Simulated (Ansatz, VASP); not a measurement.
**Two plane-wave programs on Mg**

```xyz
3
Lattice="5.0798 0.0000 0.0000 -2.5399 4.3993 0.0000 0.0000 0.0000 3.0637" Properties=species:S:1:pos:R:3 pbc="T T T"
Mg    0.0000    0.0000    0.0000
Mg    0.0000    2.9328    1.5318
Mg    2.5399    1.4664    1.5318
```

Alike in both runs: functional r2SCAN; k mesh 12 × 12 × 14; occupations gaussian, width 0.1 eV; no spin polarisation.

Ansatz relaxed the structure, and its values are those at the end. VASP's run is a single point on that final structure, the one shown.

|  | VASP | Ansatz |
| --- | --- | --- |
| version | VASP 6.6.1 | Ansatz 0.2.0 |
| potentials or method | VASP PAW PBE potentials, release 64 (Mg) | scalar-relativistic, plane waves, PAW |
| plane-wave cutoff (eV) | 520 | 500 |
| valence electrons in the cell | 6 | 30 |

|  | VASP | Ansatz | Ansatz less VASP |
| --- | --- | --- | --- |
| gap on the k mesh at the Fermi level (eV) | none | none | - |
| pressure (GPa) | -0.3 | 0.0 | +0.26 |

A gap of «none» marks a metal or a gap that the smearing closes. With one functional, cell and mesh, what is left measures potentials, basis and numerics. The two sets of potentials don't hold the same shells in valence.

Caveats: the PAW data sets were made with another functional, which shifts forces and pressure a little (VASP).
